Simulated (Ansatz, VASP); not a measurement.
KF in VASP and in Ansatz

```
K F
1.0
     0.00000    2.70351    2.70351
     2.70351    0.00000    2.70351
     2.70351    2.70351    0.00000
K F
1 1
Direct
  0.00000 0.00000 0.00000
  0.50000 0.50000 0.50000
```

Alike in both runs: task relaxation of cell and atoms; functional PBE; k mesh 8 × 8 × 8; occupations gaussian, width 0.02 eV; no spin polarisation.

|  | VASP | Ansatz |
| --- | --- | --- |
| version | VASP 6.6.1 | Ansatz 0.2.0 |
| potentials or method | VASP PAW PBE potentials, release 64 (K_sv, F) | scalar-relativistic, plane waves, PAW |
| plane-wave cutoff (eV) | 600 | 420 |
| valence electrons in the cell | 16 | 16 |

Ansatz gave:

```
gap on the k mesh at the Fermi level, each at its own relaxed structure (eV) : 5.96
relaxed volume (Å³/atom)                                                     : 19.91
relaxed cell length with the largest relative difference (Å)                 : 3.833
```

Problem. Which values does VASP return?

Solution. gap on the k mesh at the Fermi level, each at its own relaxed structure (eV): 5.95; relaxed volume (Å³/atom): 19.89; relaxed cell length with the largest relative difference (Å): 3.831.

A k mesh can miss the band edges. A hybrid or GW would open this gap; PBE tends to underestimate it.
